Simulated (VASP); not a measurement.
# ZnO (P6_3mc) in VASP: notebook

One crystal, ZnO, is run at these levels: PBE, LDA; tasks: band structure.

All numbers are computed with VASP 6.6.1; they aren't measurements. Logs are shortened: lines on timing, memory, paths and dates and some standing lists are left out, and cuts for length are marked.

**Measured values to compare with.**

From “Electronic structure of alkaline earth and post-transition metal oxides”, 2009, arxiv:0908.1581, for a bulk crystal of ZnO: band gap 3.37 eV.

The results are compared with them further down.

### 1 The crystal as given

The structure is hexagonal, space group P6_3mc (No. 186). Conventional cell: a = 3.287 Å, b = 3.287 Å, c = 5.300 Å, α = 90.00°, β = 90.00°, γ = 120.00°. Zn (site symmetry 3m) is surrounded by 4 O at 2.00 to 2.01 Å. Around O (site symmetry 3m) lie 4 Zn at 2.00 to 2.01 Å.

### 2 Band structure, PBE

File INCAR:

```
SYSTEM = ZnO
PREC     = Accurate       ! precision mode
ENCUT    = 520            ! plane-wave cutoff, eV
EDIFF    = 1E-6           ! SCF threshold, eV
ISMEAR   = 0              ! smearing method
SIGMA    = 0.03           ! smearing width, eV
LREAL    = .FALSE.        ! projectors in reciprocal space
LASPH    = .TRUE.         ! aspherical terms in the spheres
NELM     = 80             ! most SCF steps
ALGO     = Normal         ! electronic algorithm
ISIF     = 2              ! what is computed and relaxed
LWAVE    = .FALSE.        ! write WAVECAR
LCHARG   = .FALSE.        ! write CHGCAR
GGA      = PE             ! functional
NBANDS   = 26             ! bands
ICORELEVEL= 1
```

File KPOINTS:

```
regular mesh
0
G
  9 9 5
  0 0 0
```

File POSCAR:

```
ZnO                                     
1.0
    3.2865005557      0.0000000000      0.0000000000
   -1.6432502778      2.8461929680      0.0000000000
    0.0000000000      0.0000000000      5.3003902202
  Zn              O             
     2     2
Direct
     0.3333333300000021    0.6666666699999979    0.4998270304180565
     0.6666666699999979    0.3333333300000021    0.9998270304180565
     0.6666666699999979    0.3333333300000021    0.3791829695819444
     0.3333333300000021    0.6666666699999979    0.8791829695819444
```

File KPOINTS_OPT:

```
explicit points
186
Reciprocal
 0.0000000000  0.0000000000  0.0000000000 1
 0.0263157895  0.0000000000  0.0000000000 1
 0.0526315789  0.0000000000  0.0000000000 1
 0.0789473684  0.0000000000  0.0000000000 1
 0.1052631579  0.0000000000  0.0000000000 1
 0.1315789474  0.0000000000  0.0000000000 1
[... 178 lines left out ...]
 0.5000000000  0.0000000000  0.5000000000 1
 0.5000000000  0.0000000000  0.0000000000 1
```

Potentials or basis: VASP PAW PBE potentials, release 64 (Zn, O).

On the command line:

```sh
cat potpaw_PBE.64/Zn/POTCAR potpaw_PBE.64/O/POTCAR > POTCAR
mpirun -np 1 vasp_std > vasp.out
```

OUTCAR:

```text
SYSTEM = ZnO
   PREC = Accurate
   ENCUT = 520
   EDIFF = 1E-6
   ISMEAR = 0
   LREAL = .FALSE.
   LASPH = .TRUE.
   NELM = 80
   ISIF = 2
   GGA = PE

 ion  position               nearest neighbor table
   1  0.333  0.667  0.500-   3 2.00   3 2.00   3 2.00   4 2.01
   2  0.667  0.333  1.000-   4 2.00   4 2.00   4 2.00   3 2.01
   3  0.667  0.333  0.379-   1 2.00   1 2.00   1 2.00   2 2.01
   4  0.333  0.667  0.879-   2 2.00   2 2.00   2 2.00   1 2.01

  LATTYP: Found a hexagonal cell.
 ALAT       =     3.2865005557
 C/A-ratio  =     1.6127763043

  Lattice vectors:

 A1 = (   3.2865005557,   0.0000000000,   0.0000000000)
 A2 = (  -1.6432502778,   2.8461929680,   0.0000000000)
 A3 = (   0.0000000000,   0.0000000000,   5.3003902202)

Analysis of symmetry for initial positions (statically):
=====================================================================
 Subroutine PRICEL returns:
 Original cell was already a primitive cell.

 Routine SETGRP: Setting up the symmetry group for a
 hexagonal supercell.

 Subroutine GETGRP returns: Found 12 space group operations
 (whereof  6 operations were pure point group operations)
 out of a pool of 24 trial point group operations.

The static configuration has the point symmetry C_3v.
 The point group associated with its full space group is C_6v.

Analysis of symmetry for dynamics (positions and initial velocities):
=====================================================================
 Subroutine PRICEL returns:
 Original cell was already a primitive cell.

 Routine SETGRP: Setting up the symmetry group for a
 hexagonal supercell.

 Subroutine GETGRP returns: Found 12 space group operations
 (whereof  6 operations were pure point group operations)
 out of a pool of 24 trial point group operations.

The dynamic configuration has the point symmetry C_3v.
 The point group associated with its full space group is C_6v.

 Subroutine INISYM returns: Found 12 space group operations
 (whereof  6 operations are pure point group operations),
 and found     1 'primitive' translations

----------------------------------------------------------------------------------------

                                     Primitive cell

  volume of cell :      49.5799

  direct lattice vectors                    reciprocal lattice vectors
     3.286500556  0.000000000  0.000000000     0.304275013  0.175673261  0.000000000
    -1.643250278  2.846192968  0.000000000     0.000000000  0.351346522  0.000000000
     0.000000000  0.000000000  5.300390220     0.000000000  0.000000000  0.188665355

  length of vectors
     3.286500556  3.286500553  5.300390220     0.351346522  0.351346522  0.188665355

  position of ions in fractional coordinates (direct lattice)
     0.333333330  0.666666670  0.499827030
     0.666666670  0.333333330  0.999827030
     0.666666670  0.333333330  0.379182970
     0.333333330  0.666666670  0.879182970

  ion indices of the primitive-cell ions
   primitive index   ion index
                 1           1
                 2           2
                 3           3
                 4           4

----------------------------------------------------------------------------------------

 KPOINTS: regular mesh

Automatic generation of k-mesh.
 Grid dimensions read from file:
 generate k-points for:    9    9    5

 Generating k-lattice:

  Cartesian coordinates                     Fractional coordinates (reciprocal lattice)
     0.033808335  0.019519251  0.000000000     0.111111111  0.000000000  0.000000000
     0.000000000  0.039038502  0.000000000     0.000000000  0.111111111  0.000000000
     0.000000000  0.000000000  0.037733071     0.000000000  0.000000000  0.200000000

  Length of vectors
     0.039038502  0.039038502  0.037733071

  Shift w.r.t. Gamma in fractional coordinates (k-lattice)
     0.000000000  0.000000000  0.000000000

 Subroutine IBZKPT returns following result:
 ===========================================

 Found     36 irreducible k-points:

 Following reciprocal coordinates:
[... 52 lines left out ...]
[... 18 lines left out ...]
     25      14.1470      0.00000
     26      14.8346      0.00000

 k-point     4 :       0.3333   -0.0000    0.0000
  band No.  band energies     occupation
      1     -16.4908      2.00000
      2     -16.1133      2.00000
      3      -4.9191      2.00000
      4      -4.5941      2.00000
      5      -4.4673      2.00000
      6      -4.2643      2.00000
[... 18 lines left out ...]
     25      14.0312      0.00000
     26      14.6588      0.00000

 k-point     5 :       0.4444    0.0000    0.0000
  band No.  band energies     occupation
      1     -16.3266      2.00000
      2     -16.0957      2.00000
      3      -4.8698      2.00000
      4      -4.6225      2.00000
      5      -4.4315      2.00000
      6      -4.0798      2.00000
[... 18 lines left out ...]
     25      13.8734      0.00000
     26      14.7544      0.00000

 k-point     6 :       0.1111    0.1111    0.0000
  band No.  band energies     occupation
      1     -16.7522      2.00000
      2     -16.1941      2.00000
      3      -4.7973      2.00000
      4      -4.6177      2.00000
      5      -4.5310      2.00000
      6      -4.4857      2.00000
[... 18 lines left out ...]
     25      14.0432      0.00000
     26      15.4192      0.00000

 k-point     7 :       0.2222    0.1111    0.0000
  band No.  band energies     occupation
      1     -16.5635      2.00000
      2     -16.1306      2.00000
      3      -4.8534      2.00000
      4      -4.6075      2.00000
      5      -4.4855      2.00000
      6      -4.3642      2.00000
[... 18 lines left out ...]
     25      13.5216      0.00000
     26      15.3046      0.00000

 k-point     8 :       0.3333    0.1111    0.0000
  band No.  band energies     occupation
      1     -16.3714      2.00000
      2     -16.0952      2.00000
      3      -4.8349      2.00000
      4      -4.5645      2.00000
      5      -4.4509      2.00000
      6      -4.1937      2.00000
[... 18 lines left out ...]
     25      13.1697      0.00000
     26      14.7552      0.00000

 k-point     9 :       0.4444    0.1111    0.0000
  band No.  band energies     occupation
      1     -16.2770      2.00000
      2     -16.0980      2.00000
      3      -4.8007      2.00000
      4      -4.5068      2.00000
      5      -4.4422      2.00000
      6      -4.0968      2.00000
[... 18 lines left out ...]
     25      13.2318      0.00000
     26      14.3039      0.00000

 k-point    10 :       0.2222    0.2222    0.0000
  band No.  band energies     occupation
      1     -16.3894      2.00000
      2     -16.0955      2.00000
      3      -4.6943      2.00000
      4      -4.6742      2.00000
      5      -4.3748      2.00000
      6      -4.2830      2.00000
[... 14 lines left out ...]
     21       9.2835      0.00000
     22       9.4432      0.00000

------------------------ aborting loop because EDIFF is reached ----------------------------------------

  FORCE on cell =-STRESS in cart. coord.  units (eV):
  Direction    XX          YY          ZZ          XY          YZ          ZX
  --------------------------------------------------------------------------------------
  -------------------------------------------------------------------------------------
  Total        0.0420471      0.0420471      0.0639423      0.0000000     -0.0000000      0.0000000
  in kB        1.3587527      1.3587527      2.0662976      0.0000000     -0.0000000      0.0000000
  external PRESSURE =       1.5946010 kB  Pullay stress =       0.0000000 kB

 VOLUME and BASIS-vectors are now :
 -----------------------------------------------------------------------------
  energy-cutoff  :      520.00
  volume of cell :       49.58
      direct lattice vectors                 reciprocal lattice vectors
     3.286500556  0.000000000  0.000000000     0.304275013  0.175673261  0.000000000
    -1.643250278  2.846192968  0.000000000     0.000000000  0.351346522  0.000000000
     0.000000000  0.000000000  5.300390220     0.000000000  0.000000000  0.188665355

 POSITION                                       TOTAL-FORCE (eV/Angst)
 -----------------------------------------------------------------------------------
     -0.00000      1.89746      2.64928         0.000000     -0.000000      0.002796
      1.64325      0.94873      5.29947        -0.000000      0.000000      0.002796
      1.64325      0.94873      2.00982         0.000000     -0.000000     -0.002796
     -0.00000      1.89746      4.66001        -0.000000      0.000000     -0.002796
 -----------------------------------------------------------------------------------
    total drift:                                0.000003     -0.000004     -0.000869

  FREE ENERGIE OF THE ION-ELECTRON SYSTEM (eV)
  ---------------------------------------------------
  free  energy   TOTEN  =       -17.8619061421 eV

  energy  without entropy=      -17.8619061421  energy(sigma->0) =      -17.86190614
```

It took 64 s on 1 thread of Intel Xeon Platinum 8488C (Sapphire Rapids), shared host; peak memory 0.2 GiB.

What came out:

```
Free energy             : -17.8619 eV
Pressure                : 0.2 GPa
Band gap on the k mesh  : 0.72 eV, direct
Band gap along the path : 0.72 eV, direct
```

Forces in eV/Å, atoms in the order of the input:
```
Zn   0.000  0.000  0.003
Zn   0.000  0.000  0.003
O    0.000  0.000 -0.003
O    0.000  0.000 -0.003
```

Levels at the corners of the path, in eV from the valence-band top:
```csv
point,band 15,band 16,band 17,band 18,band 19,band 20,band 21,band 22
Γ,-0.75,-0.08,0.00,0.00,0.72,5.07,8.06,12.69
M,-2.70,-2.13,-1.22,-0.79,5.60,6.81,7.52,8.22
M,-2.70,-2.13,-1.22,-0.79,5.60,6.81,7.52,8.22
K,-3.46,-1.83,-1.83,-1.64,7.45,7.45,7.66,8.06
K,-3.46,-1.83,-1.83,-1.64,7.45,7.45,7.66,8.06
Γ,-0.75,-0.08,0.00,0.00,0.72,5.07,8.06,12.69
Γ,-0.75,-0.08,0.00,0.00,0.72,5.07,8.06,12.69
A,-0.37,-0.37,-0.37,-0.37,3.35,3.35,9.89,9.89
A,-0.37,-0.37,-0.37,-0.37,3.35,3.35,9.89,9.89
L,-1.42,-1.42,-1.30,-1.30,5.63,5.63,8.19,8.19
L,-1.42,-1.42,-1.30,-1.30,5.63,5.63,8.19,8.19
H,-2.57,-2.57,-1.17,-1.17,7.75,7.75,7.94,7.94
H,-2.57,-2.57,-1.17,-1.17,7.75,7.75,7.94,7.94
A,-0.37,-0.37,-0.37,-0.37,3.35,3.35,9.89,9.89
L,-1.42,-1.42,-1.30,-1.30,5.63,5.63,8.19,8.19
M,-2.70,-2.13,-1.22,-0.79,5.60,6.81,7.52,8.22
K,-3.46,-1.83,-1.83,-1.64,7.45,7.45,7.66,8.06
H,-2.57,-2.57,-1.17,-1.17,7.75,7.75,7.94,7.94
```

Core levels (eV, on the scale of the bands):
```csv
atom,levels
1 Zn,"1s -9517.4, 2s -1151.0, 2p -996.6, 3s -122.5, 3p -76.7"
2 Zn,"1s -9517.4, 2s -1151.0, 2p -996.6, 3s -122.5, 3p -76.7"
3 O,1s -504.0
4 O,1s -504.0
```

(Part 1 of 2 ends here.)
